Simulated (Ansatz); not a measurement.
A surface is cut from this relaxed crystal of TiPbO$_{3}$:

```cif
data_structure
_symmetry_space_group_name_H-M 'P 1'
_symmetry_Int_Tables_number 1
_cell_length_a 3.8626
_cell_length_b 3.8626
_cell_length_c 4.2484
_cell_angle_alpha 90.000
_cell_angle_beta 90.000
_cell_angle_gamma 90.000
_cell_volume 63.38
loop_
_atom_site_label
_atom_site_type_symbol
_atom_site_fract_x
_atom_site_fract_y
_atom_site_fract_z
_atom_site_occupancy
Ti1 Ti 0.50000 0.50000 0.53215 1
Pb1 Pb 0.00000 0.00000 0.99233 1
O1 O 0.50000 0.50000 0.11726 1
O2 O 0.50000 0.00000 0.61973 1
O3 O 0.00000 0.50000 0.61973 1
```

Miller indices refer to the conventional cell of P4mm (No. 99), a = 3.863 Å, b = 3.863 Å, c = 4.248 Å, α = 90.00°, β = 90.00°, γ = 90.00°. The bulk's gap is 1.69 eV.

The (001) slab of 12 planes, 11.0 Å thick with 15 Å of vacuum as cut; outer planes O (top) and Ti (bottom).

All numbers below come from Ansatz, DFT PBEsol, scalar-relativistic, plane waves, PAW. Settings: cutoff 420 eV, Γ-centred mesh 7×7×1 on the computed 15-atom cell, Gaussian smearing of 0.05 eV; no spin polarisation. A dipole correction removes the field between periodic images along c.

The slab's middle planes relax by over 3 % too, so it holds no bulk-like region. On relaxing, some neighbouring planes pass each other, so their spacing turns negative.

Results for the relaxed slab:

```yaml
Surface_energy_mean_of_both_faces: 0.95 J/m²
Gap_of_the_slab_on_the_mesh: 1.48 eV
Dipole_of_the_slab_along_+c_per_cell: 0.09 e·Å
```

Relaxation lowers the energy by 1.779 J/m² a face; the largest move is 0.660 Å.

```tsv
plane (bottom to top)	atoms	spacing to next, bulk (Å)	relaxed (Å)	change (%)
1	Ti	0.372	-0.160	-142.9
2	O2	1.583	1.790	+13.1
3	Pb	0.531	0.187	-64.8
4	O	1.763	2.098	+19.0
5	Ti	0.372	-0.065	-117.6
6	O2	1.583	1.855	+17.2
7	Pb	0.531	0.105	-80.2
8	O	1.763	2.131	+20.9
9	Ti	0.372	-0.068	-118.2
10	O2	1.583	1.773	+12.0
11	Pb	0.531	0.141	-73.4
12	O
```

Spin-orbit coupling is left out, which matters for the bands of heavy elements. An odd mesh misses points on the zone edge, so a gap read on it can be too wide. Spin polarisation was left out, and a magnetic state may lie lower.